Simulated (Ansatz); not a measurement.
# Property card for TiO$_{2}$

All numbers below come from DFT r2SCAN, scalar-relativistic, plane waves, PAW in Ansatz.

Cutoff 500 eV; k points 6×6×6 on the computed 12-atom cell (Γ-centred); Gaussian smearing, width 0.02 eV; no spin polarisation.

The structure is relaxed at this level of theory with its symmetry kept. This form isn't the usual stable structure of the compound.

```
Ti O
1.0
     4.80401    0.00000   -0.00166
     0.00000    4.86612    0.00000
    -0.86304    0.00000    4.96626
Ti O
4 8
Direct
  0.27700 0.44551 0.71454
  0.72300 0.94551 0.78546
  0.72300 0.55449 0.28546
  0.27700 0.05449 0.21454
  0.44631 0.74203 0.96336
  0.55369 0.24203 0.53664
  0.55369 0.25797 0.03664
  0.44631 0.75797 0.46336
  0.06350 0.32231 0.35224
  0.93650 0.82231 0.14776
  0.93650 0.67769 0.64776
  0.06350 0.17769 0.85224
```

```json
{
  "Space group": "P2_1/c (No. 14)",
  "Volume per atom": "65.3 bohr³",
  "Formation energy from the elements' standard states (uncorrected)": "-3.291 eV/atom",
  "Generalised Kohn–Sham band gap": "2.70 eV, indirect from Γ to Y2",
  "Löwdin character of the top 1 eV of the valence band": "O 2p 91 %, Ti 3d 7 %",
  "Löwdin character of the lowest 1 eV of the conduction band": "Ti 3d 89 %, O 2p 9 %",
  "Electron masses at the edge by Cartesian direction of the standard setting (m_e; degenerate bands sorted by energy; no spin-orbit coupling)": "x: 1.8; y: 1.6; z: 7.2",
  "Hole masses at the edge by Cartesian direction of the standard setting (m_e; degenerate bands sorted by energy; no spin-orbit coupling)": "x: 0.50; y: 2.9; z: 2.5"
}
```

A ferromagnetic start lost its moments in a first run, so spin was left out; other magnetic orders weren't tried.

Cost: 3 runs of about 17 core-minutes in all, on AMD EPYC (Zen 3) (shared hosts).